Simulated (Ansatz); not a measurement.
# Binding across the interface in twisted graphene bilayer, 27.80° (52 atoms), part 2 of 3

How much energy holds the two parts of twisted graphene bilayer, 27.80° (52 atoms) together, and how does it fall off with distance?

Ansatz 0.2.0; Kohn-Sham DFT, PBE+D4, PAW (set soft_2), plane waves.

So far. Step 2 (Single point at the start): The r.m.s. force at the start is 0.0079 eV/Å. Step 3 (Relaxation): The relaxation converged after 2 steps, 0 eV below its start, with a largest force component of 0.016 eV/Å.

## (4) Single point at the relaxed geometry

One more single point at the end of the walk gives the fuller output and checks the residual forces.

File input.yaml:

```yaml
crystal:
  lattice:
    - [8.8697, 0.0, 0.0]
    - [-4.43485, 7.68139, 0.0]
    - [0.0, 0.0, 17.43]
  atoms:
    [... the 52 atom lines of step 2 ...]
kpoints:
  mp_grid: { grid: [3, 3, 1] }
hamiltonian:
  xc: pbe
  dispersion: d4
scf:
  occupations: { method: fermi_dirac, width: 0.025 }
output:
  forces: true
  populations: true
  dos:
    method: { smearing: { sigma: 0.1 } }
    de: 0.1
    projected:
      site_lists:
        C: [C]
        layer_1: [0, 1, 2, 3, 4, 5, 6, 7, 8, 9, 10, 11, 12, 13, 14, 15, 16, 17, 18, 19, 20, 21, 22, 23, 24, 25]
        layer_2: [26, 27, 28, 29, 30, 31, 32, 33, 34, 35, 36, 37, 38, 39, 40, 41, 42, 43, 44, 45, 46, 47, 48, 49, 50, 51]
  eigenvalues: true
  write_density: true
  write_potential: true
  volumetric_format: npy
  elf: true
```

Launch:

```
$ ansatz run input.yaml --threads 4 --pin off --max-ram 8192MiB --backend cpu --events-out ev --progress --plain --runs-dir out
```

Numbers of over 12 decimals in the logs are rounded to 6 here.

The program printed:

```text
[...]
Crystal: 52 atoms, lattice volume = 1187.534 Å³
Basis set: ecut = 420 eV, 23225 PW (Γ), exchange–correlation on 120×120×240 points (8 copies of the dense FFT grid, shifted against one another)
Bands: 156, of which v1, the nominal top of the filled ones, is band 104 counted from 1 (103 counted from 0)
Symmetry: 12 space group operations
[...]
k-points: 3 of 9
[...]
SCF iter   1: F=—  HF=-13055.656343 eV  |F-HF|=—  |Δ(HF+E_count)|=         —  Δρ=2.18e-3  dr2=6.89e-2  ethr=1.77e-3  ⟨swp⟩=12.0  Hψ=3110  notcnv=0  defer=87
[...]
SCF iter   6: F=-13055.654559 eV  HF=-13055.654558 eV  |F-HF|=5.44e-7  |Δ(HF+E_count)|=   1.72e-5  Δρ=1.97e-6  dr2=7.80e-8  ethr=4.81e-11  ⟨swp⟩=38.0  Hψ=5792  notcnv=0
SCF 1 converged in 6 iterations: F = -13055.654559 eV  dr2 = 7.80e-8
[...]
WARN: The output density's exchange-correlation potential varies sharply where the density is thin. Do not read a vacuum level from v_tot or v_xc, or from such a field of the output density. On a cell that repeats whose density bears no net charge and no dipole along the vacuum's axis use v_es (v_loc + v_h of the components); [...]
SCF converged after 6 iterations
Free energy (F): -13055.654559 eV
[...]
Internal energy: -13055.623752 eV  (E = F + TS)
E sigma→0 (E₀):  -13055.639156 eV
Entropy (-TS):   -0.030807 eV (-0.592 meV/atom)
Fermi energy:    0.076926 eV
[...]
--- Forces (eV/Å), atoms counted from 1 ---
  atom   1  C      0.00340001     0.01006379    -0.00305258
  atom   2  C      0.01041551     0.00208740    -0.00305258
  atom   3  C     -0.01472822     0.00657809    -0.00373278
  atom   4  C     -0.00168984    -0.01443825     0.00213572
  atom   5  C      0.01306090     0.00946597    -0.00373278
  atom   6  C      0.00000000    -0.00000000    -0.00399772
  atom   7  C     -0.01334881    -0.00575568     0.00213572
  atom   8  C     -0.00237937    -0.01363843    -0.00176983
  atom   9  C      0.01062154    -0.00887982    -0.00176983
  atom  10  C     -0.00166732     0.01604406    -0.00373278
  atom  11  C      0.00166732    -0.01604406    -0.00373278
  atom  12  C     -0.01062154     0.00887982    -0.00176983
  atom  13  C      0.00237937     0.01363843    -0.00176983
  atom  14  C      0.01334881     0.00575568     0.00213572
[...]
atom  51  C     -0.00168984     0.01443825    -0.00213572
  atom  52  C      0.00340001    -0.01006379     0.00305258
  max |Σ_I F_I| component: 1.13e-17 eV/Å
--- Band table (eV) ---
[...]
--- Löwdin populations: 52 sites ---
  site symbol       q [e]
     0      C      3.9610
     1      C      3.9610
     2      C      3.9610
[...]
51      C      3.9610
  spilling = 0.009756 (of n_electrons = 208.000000)
```

Wall time 28 s (4 threads of Arm Neoverse V2, shared host); peak memory 2.4 GiB; 1.8 min of CPU time.

The program notes that the exchange-correlation potential is rough where the density is thin.

Read from the output:

```
free energy                                   : -13055.6546 eV
free energy per atom                          : -251.0703 eV/atom
SCF cycles                                    : 6
r.m.s. force component                        : 0.0079 eV/Å
longest force                                 : 0.01656 eV/Å
Fermi energy                                  : 0.07693 eV
levels partly filled by over 2 per cent       : 4
potential in mid-vacuum, over the Fermi level : 4.276 eV
potential 4.5 Å over the upper face           : 4.276 eV
potential 4.5 Å under the lower face          : 4.276 eV
spilling of the projection                    : 0.009756
```

The mean of these charges, 0.039 e, is only the charge that the projection spills.

Löwdin charges by element (they lack the spilled electrons, 0.039 e an atom on average):

```
element  coordination  atoms  mean charge (e)  spread   least    most
      C           all     52            0.039  1.0e-4  0.0388  0.0392
```

By region:

```
 region  atoms  mean length of the force (eV/Å)
layer 1     26                            0.013
layer 2     26                            0.013
```

Density of states as counts of states in windows of 1 eV (from the Fermi level), total and the larger projections:

```
from (eV)  to (eV)  total   C p  layer 1  layer 2  C s
      -18      -17    7.8   2.8      3.9      3.9  4.9
      -17      -16    5.8   2.3      2.8      2.8  3.4
      -16      -15   10.5   4.6      5.2      5.2  5.7
      -15      -14   10.7   4.8      5.3      5.3  5.8
      -14      -13    5.3   3.2      2.6      2.6  2.0
      -13      -12   10.1   6.6      5.0      5.0  3.4
      -12      -11    7.7   5.1      3.8      3.8  2.5
      -11      -10    8.9   6.5      4.4      4.4  2.4
      -10       -9    8.5   7.1      4.2      4.2  1.2
       -9       -8   11.8   9.9      5.9      5.9  1.8
       -8       -7   16.6  15.0      8.2      8.2  1.4
       -7       -6   22.5  21.6     11.2     11.2  0.8
       -6       -5   23.4  22.5     11.6     11.6  0.8
       -5       -4   12.2  12.1      6.1      6.1  0.1
       -4       -3   14.5  14.4      7.2      7.2  0.1
       -3       -2   10.4  10.3      5.2      5.2  0.0
       -2       -1    6.6   6.6      3.3      3.3  0.0
       -1        0    1.2   1.2      0.6      0.6  0.0
        0        1    0.6   0.6      0.3      0.3  0.0
        1        2   10.5  10.2      5.1      5.1  0.0
        2        3    6.8   6.5      3.3      3.3  0.0
        3        4    8.7   6.7      3.3      3.3  0.0
        4        5   12.0   4.7      2.4      2.4  0.0
```

Between -20 and -18 eV lie 14 more states.

The levels nearest the highest filled one (over half full), pooled over k-points and spins:

```
level less the highest filled one (eV)  occupation
                                 -1.58           2
                                 -1.58           2
                                 -1.30           2
                                 -1.30           2
                                     0        1.00
                                     0        1.00
                                1.0e-4       0.999
                                1.0e-4       0.999
                                  1.20           0
                                  1.21           0
                                  1.50           0
                                  1.54           0
```

Planar average of the electrostatic potential energy along the normal, with the Fermi level as zero, after a running mean with a triangular window 4 Å wide at its base:

```
height (Å)  potential energy (eV)
       0.0                   4.28
       0.4                   4.28
       1.0                   4.28
       1.5                   4.28
       2.0                   4.28
       2.5                   4.28
       2.9                   4.27
       3.5                   4.26
       3.9                   4.22
       4.5                   3.86
       4.9                   2.66
       5.4                   0.31
       6.0                  -3.53
       6.4                  -6.34
       7.0                  -8.58
       7.4                  -7.67
       7.8                  -5.41
       8.4                  -3.21
       8.9                  -3.01
       9.4                  -4.68
       9.9                  -6.97
      10.3                  -8.53
      10.9                  -7.16
      11.3                  -4.50
      11.9                  -0.62
      12.3                   1.99
      12.8                   3.60
      13.4                   4.19
      13.8                   4.26
      14.4                   4.27
      14.8                   4.28
      15.3                   4.28
      15.8                   4.28
      16.3                   4.28
      16.8                   4.28
      17.3                   4.28
```

Valence density in the ca plane at fractional y = 0.026, with atoms of C within 0.2 Å of it. It is the smooth field of the valence electrons, not physical close to the nuclei.

Ten even steps from '0' (0.0 e/Å³) to '9' (1.9 e/Å³), each cell a mean:
```
00000000000000001211000001210000000000000000
00000000000000002552000014641000000000000000
00000000000000014883100026972000000000000000
00000000000000002552000026962000000000000000
00000000000000001221000014641000000000000000
00000000000000001110000013531000000000000000
00000000000000001321000014741000000000000000
00000000000000013663000026962000000000000000
00000000000000014884100026962000000000000000
00000000000000014984100015852000000000000000
00000000000000013873100015962000000000000000
00000000000000013773000026972000000000000000
00000000000000014883100026972000000000000000
00000000000000014883100014751000000000000000
00000000000000003662000002321000000000000000
00000000000000002542000001110000000000000000
00000000000000003662000002220000000000000000
00000000000000014883100014641000000000000000
00000000000000014984100026962000000000000000
00000000000000002552000013541000000000000000
00000000000000001111000001210000000000000000
00000000000000000100000000100000000000000000
```
Columns run along c (17.4 Å), rows up along a (8.9 Å). Atoms in or near the plane, at fractional coordinates: C at (0.40, 0.18), C at (0.40, 0.59), C at (0.60, 0.44), C at (0.60, 0.87).

Electrostatic potential energy in the ca plane at fractional y = 0.026, with atoms of C within 0.2 Å of it. With pseudopotentials it is smooth inside the atoms' cores, unlike the true potential.

Ten even steps from '0' (-29 eV) to '9' (4 eV), each cell a mean:
```
99999999999999998788999998789999999999999999
99999999999999997558999984248999999999999999
99999999999999997227999970007999999999999999
99999999999999997347999971007999999999999999
99999999999999998778999986358999999999999999
99999999999999998888999986358999999999999999
99999999999999998778999985258999999999999999
99999999999999996116999985248999999999999999
99999999999999982003899982017999999999999999
99999999999999983004899983028999999999999999
99999999999999997237999985248999999999999999
99999999999999995006999970007999999999999999
99999999999999985005999970006999999999999999
99999999999999996227999984138999999999999999
99999999999999997237999998779999999999999999
99999999999999997447999998889999999999999999
99999999999999997337999998779999999999999999
99999999999999983004899986358999999999999999
99999999999999983003899985148999999999999999
99999999999999997337999987568999999999999999
99999999999999998888999998789999999999999999
99999999999999999889999998889999999999999999
```
Columns run along c (17.4 Å; values clipped at the 3rd and 97th percentile), rows up along a (8.9 Å). Atoms in or near the plane, at fractional coordinates: C at (0.40, 0.18), C at (0.40, 0.59), C at (0.60, 0.44), C at (0.60, 0.87).

No gap is quoted, since levels at the Fermi energy are partly filled. Löwdin charges run from +0.04 to +0.04 e, about a mean that is the spilled charge alone. Within 0.4 eV of the Fermi level the largest share is C p (100 % of the projected weight). The potential stands 4.28 eV above the Fermi level over the upper face and 4.28 eV under the lower one, a reading of the work function, with no dipole correction.

## (5) The lower part alone

The lower part (layer 1) is solved alone, atoms held, in the same cell.

File input.yaml:

```yaml
crystal:
  lattice:
    - [8.8697, 0.0, 0.0]
    - [-4.43485, 7.68139, 0.0]
    - [0.0, 0.0, 17.43]
  atoms:
    - { symbol: C, position: [0.12821, 0.17949, 0.40246] }
    - { symbol: C, position: [0.17949, 0.05128, 0.40246] }
    - { symbol: C, position: [0.20513, 0.48718, 0.40247] }
    - { symbol: C, position: [0.25641, 0.35897, 0.40249] }
    - { symbol: C, position: [0.28205, 0.79487, 0.40247] }
    - { symbol: C, position: [0.33333, 0.66667, 0.40244] }
    [... 14 atom lines left out ...]
    - { symbol: C, position: [0.89744, 0.25641, 0.40249] }
    - { symbol: C, position: [0.94872, 0.12821, 0.40246] }
    - { symbol: C, position: [0.97436, 0.5641, 0.40246] }
    - { symbol: C, position: [0.02564, 0.4359, 0.40246] }
    - { symbol: C, position: [0.05128, 0.87179, 0.40246] }
    - { symbol: C, position: [0.10256, 0.74359, 0.40249] }
kpoints:
  mp_grid: { grid: [3, 3, 1] }
hamiltonian:
  xc: pbe
  dispersion: d4
scf:
  occupations: { method: fermi_dirac, width: 0.025 }
output:
  forces: true
  eigenvalues: true
  write_density: true
  write_potential: true
  volumetric_format: npy
```

The program printed:

```text
[...]
Warning: at least one further symmetry operation maps every atom of the structure, as the run holds it, onto an atom to within 3.05e-5 (fractional), and is not used: no operation is sought that the atoms, as the run holds them, miss by more than 2.00e-5, twice crystal.symmetry.tolerance (1.0e-5). [...]
[...]
Crystal: 26 atoms, lattice volume = 1187.534 Å³
Basis set: ecut = 420 eV, 23225 PW (Γ), exchange–correlation on 120×120×240 points (8 copies of the dense FFT grid, shifted against one another)
Bands: 78, of which v1, the nominal top of the filled ones, is band 52 counted from 1 (51 counted from 0)
Symmetry: 6 space group operations
[...]
k-points: 3 of 9
[...]
SCF iter   1: F=—  HF=-6527.183654 eV  |F-HF|=—  |Δ(HF+E_count)|=         —  Δρ=1.83e-3  dr2=3.50e-2  ethr=1.77e-3  ⟨swp⟩=15.0  Hψ=1816  notcnv=0  defer=34
[...]
SCF iter   5: F=—  HF=-6527.182521 eV  |F-HF|=—  |Δ(HF+E_count)|=   2.67e-4  Δρ=4.13e-6  dr2=1.17e-7  ethr=7.12e-9  ⟨swp⟩=2.7  Hψ=367  notcnv=0  defer=61
SCF iter   6: F=-6527.182527 eV  HF=-6527.182527 eV  |F-HF|=2.59e-7  |Δ(HF+E_count)|=   6.22e-6  Δρ=7.65e-7  dr2=5.28e-9  ethr=9.62e-11  ⟨swp⟩=36.7  Hψ=2709  notcnv=0
SCF 1 converged in 6 iterations: F = -6527.182527 eV  dr2 = 5.28e-9
[...]
SCF converged after 6 iterations
Free energy (F): -6527.182527 eV
[...]
Internal energy: -6527.167124 eV  (E = F + TS)
E sigma→0 (E₀):  -6527.174826 eV
Entropy (-TS):   -0.015403 eV (-0.592 meV/atom)
Fermi energy:    -2.050410 eV
[...]
Σ components = -6527.182527   (vs F -6527.182527, Δ=0.00e0)
--- Forces (eV/Å), atoms counted from 1 ---
  atom   1  C     -0.00079018    -0.00245128     0.00227293
  atom   2  C     -0.00251796    -0.00054132     0.00227293
  atom   3  C     -0.00064864    -0.00095280    -0.00209696
  atom   4  C     -0.00036360     0.00293410    -0.00586880
[...]
atom  26  C      0.00272280    -0.00115217    -0.00586880
  max |Σ_I F_I| component: 3.91e-4 eV/Å
--- Band table (eV) ---
[...]
```

Wall time 8.7 s (4 threads); peak memory 1.5 GiB; 34 s of CPU time.

The program notes that the atoms just miss a symmetry operation.

## (6) The upper part alone

The upper part (layer 2) is solved alone in the same way.

input.yaml, the sections that differ from step 5:

```yaml
crystal:
  lattice:
    - [8.8697, 0.0, 0.0]
    - [-4.43485, 7.68139, 0.0]
    - [0.0, 0.0, 17.43]
  atoms:
    - { symbol: C, position: [0.74359, 0.10256, 0.59751] }
    - { symbol: C, position: [0.79487, 0.28205, 0.59753] }
    - { symbol: C, position: [0.66667, 0.33333, 0.59756] }
    - { symbol: C, position: [0.71795, 0.51282, 0.59753] }
    - { symbol: C, position: [0.4359, 0.02564, 0.59754] }
    - { symbol: C, position: [0.48718, 0.20513, 0.59753] }
    [... 14 atom lines left out ...]
    - { symbol: C, position: [0.20513, 0.71795, 0.59753] }
    - { symbol: C, position: [0.25641, 0.89744, 0.59751] }
    - { symbol: C, position: [0.97436, 0.41026, 0.59754] }
    - { symbol: C, position: [0.02564, 0.58974, 0.59754] }
    - { symbol: C, position: [0.89744, 0.64103, 0.59751] }
    - { symbol: C, position: [0.94872, 0.82051, 0.59754] }
# kpoints, hamiltonian, scf, output: as in step 5
```

The program printed:

```text
[...]
Crystal: 26 atoms, lattice volume = 1187.534 Å³
Basis set: ecut = 420 eV, 23225 PW (Γ), exchange–correlation on 120×120×240 points (8 copies of the dense FFT grid, shifted against one another)
Bands: 78, of which v1, the nominal top of the filled ones, is band 52 counted from 1 (51 counted from 0)
Symmetry: 6 space group operations
[...]
k-points: 3 of 9
[...]
SCF iter   1: F=—  HF=-6527.183052 eV  |F-HF|=—  |Δ(HF+E_count)|=         —  Δρ=1.82e-3  dr2=3.48e-2  ethr=1.77e-3  ⟨swp⟩=16.3  Hψ=1865  notcnv=0  defer=26
[...]
SCF iter   5: F=—  HF=-6527.182520 eV  |F-HF|=—  |Δ(HF+E_count)|=   2.63e-4  Δρ=4.58e-6  dr2=1.34e-7  ethr=7.51e-9  ⟨swp⟩=2.7  Hψ=367  notcnv=0  defer=61
SCF iter   6: F=-6527.182527 eV  HF=-6527.182527 eV  |F-HF|=2.99e-7  |Δ(HF+E_count)|=   7.20e-6  Δρ=8.46e-7  dr2=6.39e-9  ethr=9.62e-11  ⟨swp⟩=37.0  Hψ=2726  notcnv=0
SCF 1 converged in 6 iterations: F = -6527.182527 eV  dr2 = 6.39e-9
[...]
SCF converged after 6 iterations
Free energy (F): -6527.182527 eV
[...]
Internal energy: -6527.167124 eV  (E = F + TS)
E sigma→0 (E₀):  -6527.174826 eV
Entropy (-TS):   -0.015403 eV (-0.592 meV/atom)
Fermi energy:    -2.050408 eV
[...]
Σ components = -6527.182527   (vs F -6527.182527, Δ=0.00e0)
--- Forces (eV/Å), atoms counted from 1 ---
  atom   1  C     -0.00236018     0.00178338     0.00586956
  atom   2  C      0.00114896     0.00008327     0.00209639
  atom   3  C      0.00000000     0.00000000    -0.00663146
  atom   4  C     -0.00064660     0.00095339     0.00209639
[...]
atom  26  C     -0.00079165     0.00245697    -0.00227161
  max |Σ_I F_I| component: 4.01e-4 eV/Å
--- Band table (eV) ---
[...]
```

Elapsed: 8.7 s, on 4 threads; peak memory 1.5 GiB.

The whole (-13055.655 eV) less the lower (-6527.183 eV) and the upper part (-6527.183 eV) leaves -1.290 eV.

(Part 2 of 3 ends here.)

[Logs are printed without paths, hosts, clocks, repeated set-up lines and the standing remarks that a program may print on its own settings, such as how far it seeks lower states.]

[Hosts, paths, dates, database ids (printed as entryN), source tags and the programs' standing remarks are cut or masked in the printed files.]
